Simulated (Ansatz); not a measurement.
## Zone-centre phonons of BN at 8 GPa: input and output

Theory: Ansatz 0.2.0, DFT PBEsol, scalar-relativistic, plane waves, PAW.

Launched with:
```bash
ansatz run input.yaml --threads 1 --pin off --max-ram 3072MiB --backend cpu --events-out ev --progress --plain --runs-dir out
```

Input (bare energies are in eV):
```yaml
crystal:
  lattice:
    - [0.0, 2.9389043828, 2.1502659109]
    - [1.2467098159, 0.0, 2.1502659109]
    - [1.2467098159, 2.9389043828, 0.0]
  atoms:
    - { symbol: B, position: [0.0002899017, 0.0002899017, 0.9997100983] }
    - { symbol: "N", position: [0.6664100883, 0.6664100883, 0.3335899117] }
basis:
  ecutwfc: 420
kpoints:
  mp_grid: { grid: [12, 12, 12] }
hamiltonian:
  xc: pbesol
scf:
  occupations: { method: fixed }
output:
  eigenvalues: true
phonons:
  method: dfpt
  dielectric: true
  rigid_motions: translations
  eigenvectors: true
```

The end of the output:
```
--- Phonons (Γ-DFPT): 6 representative perturbations + reference, on 868 of 1728 k-points (Σ response iterations 18) ---
  k mesh reduced under 1 symmetry operation, with k and −k counted as one. Each operation leaves every solved perturbation unchanged. A smaller set is not considered because the run solves the response ...
  ASR residual: 2.129e-4 → 0.000e0 eV/Å²; symmetrization residual: 6.559e-7 eV/Å²
  ASR residual per site (eV/Å²): 2.13e-4 1.47e-4
  Γ frequencies (cm⁻¹): 0.00 0.00 0.00 712.42 1397.38 1398.26
  ε∞ (high-frequency dielectric tensor):
        5.252893     0.000000     0.000000
        0.000000     3.271423     0.000000
        0.000000     0.000000     5.314957
  ε⁰ (static dielectric tensor: ions relaxed, cell fixed):
        7.150649     0.000000     0.000000
        0.000000     4.151823     0.000000
        0.000000     0.000000     7.198545
  ε⁰ − ε∞ (ionic part):
        1.897756     0.000000     0.000000
        0.000000     0.880399     0.000000
        0.000000     0.000000     1.883588
  softest optical mode at Γ: 712.42 cm⁻¹; the repairs (sum rule, projections) moved no ω² at Γ by more than (2.34 cm⁻¹)²
  Born effective charges Z* (e; rows j = field, columns β = displacement):
    site 0:
         2.69243    0.00000    0.00000
         0.00000    0.93436    0.00000
         0.00000    0.00000    2.68068
    site 1:
        -2.69243    0.00000    0.00000
         0.00000   -0.93436    0.00000
         0.00000    0.00000   -2.68068
  Z* charge neutrality: 1.349e-3 e pre-enforcement
  solved inside a basis spanned on kpoints, on 12×12×12 k-points, its susceptibility summed on 18×18×18: ε∞ is read to err by 1.5e-2, Z* by 1.0e-2 e (field_mesh: kpoints solves on kpoints); Z* is corrected for ...
  optical modes at Γ without the LO–TO term, one row a degenerate level:
      ω (cm⁻¹) modes IR ((D/Å)²/amu)
        712.42      1             3.3012
       1397.38      1            27.1725
       1398.26      1            27.4112
  optical modes at Γ + LO–TO along q̂ = [1.0000, 0.0000, 0.0000]:
      ω (cm⁻¹) modes IR ((D/Å)²/amu)
        712.42      1             3.3012
       1397.38      1            27.1725
       1631.40      1            27.4112
  optical modes at Γ + LO–TO along q̂ = [0.0000, 1.0000, 0.0000]:
      ω (cm⁻¹) modes IR ((D/Å)²/amu)
        802.58      1             3.3012
       1397.38      1            27.1725
       1398.26      1            27.4112
  optical modes at Γ + LO–TO along q̂ = [0.0000, 0.0000, 1.0000]:
      ω (cm⁻¹) modes IR ((D/Å)²/amu)
        712.42      1             3.3012
       1398.26      1            27.4112
       1626.25      1            27.1725
```

The run took 6.2 min on 1 thread of Intel(R) Xeon(R) Processor @ 2.50GHz (Skylake/Cascade Lake) (shared host), peak memory 1 GiB.

The crystal is built of layers and no dispersion correction was added, so the binding between them is poorly described, and with it their spacing and whatever depends on it.

This form isn't the usual stable structure of the compound at low pressure.